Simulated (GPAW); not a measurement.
Here is a GPAW 26.7.0 calculation.

Contents of run.py:

```python
from ase import Atoms
from ase.dft.bandgap import bandgap
from ase.io import write
from ase.units import GPa
from gpaw import GPAW, PW

atoms = Atoms(['Pb', 'Te'],
              cell=[[4.002287, 0.0, 0.0],
                    [0.0, 4.002287, 0.0],
                    [0.0, 0.0, 4.002287]],
              scaled_positions=[[0.0, 0.0, 0.0],
                                [0.5, 0.5, 0.5]],
              pbc=True)

calc = GPAW(mode=PW(600),
            xc='PBE',
            kpts={'size': (7, 7, 7), 'gamma': True},
            occupations={'name': 'methfessel-paxton', 'order': 0, 'width': 0.012},
            nbands=19,
            convergence={'density': 1e-05, 'energy': 1e-05},
            maxiter=150,
            txt='gpaw.txt')
atoms.calc = calc
energy = atoms.get_potential_energy()
forces = atoms.get_forces()
stress = atoms.get_stress()
calc.write('gs.gpw')
write('result.traj', atoms)
print(f'Energy: {energy:.6f} eV')
print('Forces (eV/A):')
print(forces.round(4))
print('Stress (GPa):', (stress / GPa).round(3))
print('Fermi level:', round(calc.get_fermi_level(), 4), 'eV')
print(f'Gap: {bandgap(calc)[0]:.4f} eV, direct: {bandgap(calc, direct=True)[0]:.4f} eV')
```

Potentials or basis: GPAW PAW data sets (gpaw-data 1.2.1), pw.

Command:

```sh
$ OMP_NUM_THREADS=1 python run.py
```

Q: What does it give for the pressure?

A: -0.2 GPa.

Q: What does it give for the band gap on the k mesh?

A: None (metal or under the smearing width).

Spin-orbit coupling is left out, which matters for the levels of Pb, Te.
